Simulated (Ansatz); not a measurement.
Re:

```
Re
1.0
     0.00000    1.97500    1.97500
     1.97500    0.00000    1.97500
     1.97500    1.97500    0.00000
Re
1
Direct
  0.00000 0.00000 0.00000
```

This isn't the form of Re at room conditions, which is hcp.

- Program: Ansatz 0.2.0
- Task: relaxation of cell and atoms
- Functional: PBEsol
- Potentials or basis: Ansatz PAW
- Cutoff: 420 eV (not typed: the program's choice for these potentials)
- k mesh: 12 × 12 × 12
- Occupations: fermi-dirac, width 0.05 eV
- Spin: no spin polarisation

At the start: volume 15.41 Å³/atom.

**Question.** How do energy, volume and symmetry change on relaxing?

**Answer.** It ends after 5 steps and the volume is 14.61 Å³/atom (-5.2 %); space group Fm-3m (No. 225, to 0.05 Å).

Step by step:
| step | energy change (eV) | largest force (eV/Å) | volume (Å³) |
| --- | --- | --- | --- |
| 1 | 0.0000 | 0.0000 | 15.41 |
| 2 | -0.0475 | 0.0000 | 14.74 |
| 3 | -0.0489 | 0.0000 | 14.61 |
| 4 | -0.0489 | 0.0000 | 14.61 |
| 5 | -0.0482 | 0.0000 | 14.61 |

Final structure:
```cif
data_structure
_symmetry_space_group_name_H-M 'P 1'
_symmetry_Int_Tables_number 1
_cell_length_a 2.7440
_cell_length_b 2.7440
_cell_length_c 2.7440
_cell_angle_alpha 60.000
_cell_angle_beta 60.000
_cell_angle_gamma 60.000
_cell_volume 14.61
loop_
_atom_site_label
_atom_site_type_symbol
_atom_site_fract_x
_atom_site_fract_y
_atom_site_fract_z
_atom_site_occupancy
Re1 Re 0.00000 0.00000 0.00000 1
```

Caveat: the plane-wave basis is chosen anew once the cell has moved, so the energies of steps on either side of that aren't comparable; the PAW data sets come from PBE, with cores solved anew for the run's functional, which leaves a small shift of forces and pressure.
